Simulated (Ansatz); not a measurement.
**Yb (P6_3/mmc): equation of state**

An exercise on one series of results from a longer session: the logs are not shown, and one member is left open.

Program: Ansatz 0.2.0. Level of theory: DFT r²SCAN, scalar-relativistic, plane waves, PAW. These are calculated values, not measurements.

## The starting structure

Symmetry: P6_3/mmc, No. 194, hexagonal system. Conventional cell: a = 3.654 Å, b = 3.654 Å, c = 6.037 Å, α = 90.00°, β = 90.00°, γ = 120.00°. Yb (site symmetry -6m2) is surrounded by 12 Yb at 3.65 to 3.68 Å.

As a file:

```cif
data_structure
_symmetry_space_group_name_H-M 'P 1'
_symmetry_Int_Tables_number 1
_cell_length_a 3.6543
_cell_length_b 3.6543
_cell_length_c 6.0371
_cell_angle_alpha 90.000
_cell_angle_beta 90.000
_cell_angle_gamma 120.000
_cell_volume 69.82
loop_
_atom_site_label
_atom_site_type_symbol
_atom_site_fract_x
_atom_site_fract_y
_atom_site_fract_z
_atom_site_occupancy
Yb1 Yb 0.33333 0.66667 0.25000 1
Yb2 Yb 0.66667 0.33333 0.75000 1
```

This cell comes from an earlier session at r²SCAN: 34.909 Å³/atom at 0.00 GPa, on a 14×14×8 mesh.

Volume factors to run: 0.980, 1.020, 0.960, 1.040.

The first run:

The input, input.yaml:

```yaml
crystal:
  lattice:
    - [3.6297688481, 0.0, 0.0]
    - [-1.814884424, 3.1434720323, 0.0]
    - [0.0, 0.0, 5.996617051]
  atoms:
    - { symbol: Yb, position: [0.3333333333, 0.6666666667, 0.25] }
    - { symbol: Yb, position: [0.6666666667, 0.3333333333, 0.75] }
basis:
  ecutwfc: 500
  ecutrho_ratio: 4
kpoints:
  mp_grid: { grid: [14, 14, 8] }
hamiltonian:
  xc: r2scan
scf:
  occupations: { method: gaussian, width: 0.05 }
output:
  forces: true
  stress: true
  eigenvalues: true
relax:
  f_tol: 0.01
  max_steps: 40
  cell: { stress_tol: 0.1, fix: [volume] }
```

On the command line:

```console
$ ansatz run input.yaml --threads 2 --pin off --max-ram 5120MiB --backend cpu --events-out ev --progress --plain --runs-dir out
```

Among the steps run: At 0.980 of the relaxed volume; At 1.020 of the relaxed volume; At 0.960 of the relaxed volume; At 1.040 of the relaxed volume.

One table of the session follows, with a row left open; its other results are not shown here.

It belongs to the step «The fit». 

```
volume (Å³/atom)  energy (meV/atom)  pressure (GPa)
          33.513               3.44            0.82
          34.211                  ?               ?
          34.909               0.00            0.00
          35.607               0.82           -0.36
          36.305               3.13           -0.69
```

**Question.** Estimate the row for volume (Å³/atom) = 34.211.

Worked estimate for «energy (meV/atom)». A straight line through the neighbours (33.513, 3.44) and (34.909, 0.00) gives 3.44 + (0.00 − 3.44) × (34.211 − 33.513) / (34.909 − 33.513) = 1.72; a parabola fitted to 3 rows on both sides gives 0.87.

As computed: energy (meV/atom): 0.82; pressure (GPa): 0.39. In «energy (meV/atom)» the line misses by +0.90 and the parabola by +0.05.
